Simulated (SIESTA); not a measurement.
## Co under changes of volume

One of the cells (10.640 Å³/atom); the others are scaled copies at fixed shape and fractional positions:

```xyz
2
Lattice="2.4720 0.0000 0.0000 -1.2360 2.1408 0.0000 0.0000 0.0000 4.0211" Properties=species:S:1:pos:R:3 pbc="T T T"
Co    1.2360    0.7136    3.0159
Co    0.0000    1.4272    1.0053
```

```yaml
Program: SIESTA 5.4.2
Functional: LDA
Potentials_or_basis: PseudoDojo 0.4 standard (LDA files)
Basis: DZP (energy shift 0.003 Ry; two zetas on semicore shells)
Grid_cutoff: 800 Ry
Energy_shift: 0.003 Ry
k_mesh: 9 × 9 × 5
Occupations: fermi-dirac, width 0.05 eV
Spin: collinear spin, ferromagnetic start
Starting_moments: "[2.0, 2.0] μB"
```

```csv
volume (Å³/atom),energy over the lowest point (meV/atom),pressure (GPa),moment (μB per cell)
10.002,0.00,0.9,2.99
10.215,2.67,-5.0,3.00
10.427,13.08,-10.3,3.01
10.640,29.86,-14.8,3.02
10.853,52.37,-18.9,3.04
11.066,?,?,?
11.279,111.81,-25.8,3.06
```

Q: What does the run at 11.066 Å³/atom give?

A: Energy over the lowest point 79.73 meV/atom; pressure -22.3 GPa; moment 3.05 μB per cell.

Worked out: A Birch-Murnaghan fit of order 3 (a polynomial in V^(-2/3)) to the other rows has its minimum at 10.04 Å³/atom with B0 = V·E''(V) = 299 GPa and B' = 5.4 at fixed shape and positions, which overstates the stiffness. It gives 79.95 meV/atom at 11.066 Å³/atom, against the run's 79.73, and -dE/dV = -22.4 GPa, against -22.3. A straight line through the other rows of the moment, of slope 0.0564 μB per Å³/atom, gives 3.05 μB, against the run's 3.05.

Energies are extrapolated to zero smearing.

Caveats: short orbitals over semicore shells can move pressures by several GPa; the basis of atomic orbitals isn't converged, which shifts pressures, moduli and gaps.
